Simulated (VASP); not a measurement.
Here is a VASP 6.6.1 calculation.

The input INCAR:

```
PREC     = Accurate       # precision mode
ENCUT    = 520            # plane-wave cutoff, eV
EDIFF    = 1E-6           # SCF threshold, eV
ISMEAR   = 0              # smearing method
SIGMA    = 0.05           # smearing width, eV
LREAL    = F              # projectors in reciprocal space
LASPH    = T              # aspherical terms in the spheres
NELM     = 100            # most SCF steps
ALGO     = Normal         # electronic algorithm
ISIF     = 2              # what is computed and relaxed
LWAVE    = F              # write WAVECAR
LCHARG   = F              # write CHGCAR
NBANDS   = 11             # bands
```

Contents of KPOINTS:

```
regular mesh
0
Gamma
  8 8 8
```

The input POSCAR:

```
SiC
1.0
    2.4248711306      0.0000000000      0.0000000000
    0.0000000000      2.4248711306      0.0000000000
    0.0000000000      0.0000000000      2.4248711306
Si C
1 1
Direct
    0.0000000000      0.0000000000      0.0000000000
    0.5000000000      0.5000000000      0.5000000000
```

Potentials or basis: VASP PAW LDA potentials, release 64 (Si, C).

Run with:

```bash
$ cat potpaw_LDA.64/Si/POTCAR potpaw_LDA.64/C/POTCAR > POTCAR
$ mpirun -np 1 vasp_std > vasp.out
```

(1) What does it give for the band gap on the k mesh?

(2) Predict the pressure.

Results:

(1) none (metal or under the smearing width).

(2) 65.7 GPa.

Caveat: a pressure of tens of GPa on the cell as given is suspect, and the run, the potentials or the cell itself is likely at fault.
